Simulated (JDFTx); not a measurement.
AlN:

```
Al N
1.0
     3.11300    0.00000    0.00000
    -1.55650    2.69594    0.00000
     0.00000    0.00000    4.98100
Al N
2 2
Cartesian
  1.5565 0.8986 2.4905
  0.0000 1.7973 0.0000
  1.5565 0.8986 4.3833
  0.0000 1.7973 1.8928
```

Base run:

```yaml
Program: JDFTx 1.7.0 (patched build)
Functional: PBE
Potentials_or_basis: PseudoDojo-SR-PBE-0.5-standard
Cutoff: 1143 eV
Density_cutoff: 9143 eV
k_mesh: 10 × 10 × 6
Occupations: fermi-dirac, width 0.05 eV
Spin: no spin polarisation
```

Its results: band gap on the k mesh 4.22 eV, direct; pressure 3.4 GPa; largest force 0.131 eV/Å.

Q: The run is repeated on the same cell with these changes: functional from PBE to LDA; potentials or basis from PseudoDojo-SR-PBE-0.5-standard to PseudoDojo-SR-LDA-0.4.1-standard. What comes out?

A: Band gap on the k mesh 4.26 eV, direct; pressure -5.8 GPa; largest force 0.114 eV/Å.

Caveats: the empty levels aren't tightly converged.

A k mesh can miss the band edges.
